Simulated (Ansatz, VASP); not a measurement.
**Two plane-wave programs on AlN**

```
Al N
1.0
     2.96436   -4.66471    0.00000
     2.96436    4.66471    0.00000
     0.00000    0.00000    2.95034
Al N
2 2
Direct
  0.00000 0.00000 0.00000
  0.50000 0.50000 0.50000
  0.70847 0.70847 0.00000
  0.29153 0.29153 0.00000
```

Change from the starting cell: ordered vacancies on the anion sites of rutile (Cmmm, No. 65).

Alike in both runs: functional PBE; k mesh 10 × 10 × 16; occupations gaussian, width 0.1 eV; no spin polarisation.

Ansatz relaxed the structure, and its values are those at the end. VASP's run is a single point on that final structure, the one shown.

```csv
,VASP,Ansatz
version,VASP 6.6.1,Ansatz 0.2.0
potentials or method,"VASP PAW PBE potentials, release 64 (Al, N)","scalar-relativistic, plane waves, PAW"
plane-wave cutoff (eV),520,420
valence electrons in the cell,16,16
```

Ansatz gave:

* gap on the k mesh at the Fermi level (eV): 0.10
* least direct gap on the mesh (eV): 0.32
* pressure (GPa): 0.0
* rms of the force components (eV/Å): 0.001

Question: Estimate VASP's values.

Answer: gap on the k mesh at the Fermi level (eV): 0.10; least direct gap on the mesh (eV): 0.32; pressure (GPa): 0.0; rms of the force components (eV/Å): 0.012.
